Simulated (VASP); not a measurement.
A run of VASP 6.6.1 is set up as follows.

File INCAR:

```
PREC = Accurate
ENCUT = 520
EDIFF = 1E-6
ISMEAR = 1
SIGMA = 0.05
LREAL = F
LASPH = T
NELM = 150
ALGO = Normal
ISIF = 2
LWAVE = F
LCHARG = F
ISPIN = 2
MAGMOM = 2 0
LORBIT = 11
LMAXMIX = 4
GGA = CA
NBANDS = 18
```

The input KPOINTS:

```
Automatic mesh
0
Gamma
  8 8 8
```

POSCAR

```
CoO
1.0
    1.5054695445      0.8691832468      2.4399269062
   -1.5054695445      0.8691832468      2.4399269062
    0.0000000000     -1.7383664936      2.4399269062
Co O
1 1
Direct
   -0.0031710000      0.0001870000      0.0063720000
    0.4702160000      0.5156830000      0.5098730000
```

Potentials or basis: VASP PAW LDA potentials, release 64 (Co, O).

Launch:

```sh
$ cat potpaw_LDA.64/Co/POTCAR potpaw_LDA.64/O/POTCAR > POTCAR
$ mpirun -np 1 vasp_std > vasp.out
```

Task: Predict the site moments.

Result: Co +2.45; O +0.31 μB.

Task: What does it give for the band gap on the k mesh?

Result: None (metal or under the smearing width).

Task: What does it give for the net moment?

Result: 2.83 μB per cell.

Stress tensor (GPa, compression positive):
```
-18.19  -0.13   0.03
 -0.13 -18.21  -0.20
  0.03  -0.20 -18.15
```

Caveat: so large a pressure means that the cell lies far from this level's equilibrium, or that cutoff or potentials fall short; a cell with one magnetic atom can't hold antiferromagnetic order, which such compounds often take; semilocal functionals often make such compounds metallic where correlation or magnetic order opens a gap, which also shifts bond lengths. With open d or f shells a metallic result of LDA can be an artefact of self-interaction; +U or a hybrid may open a gap.
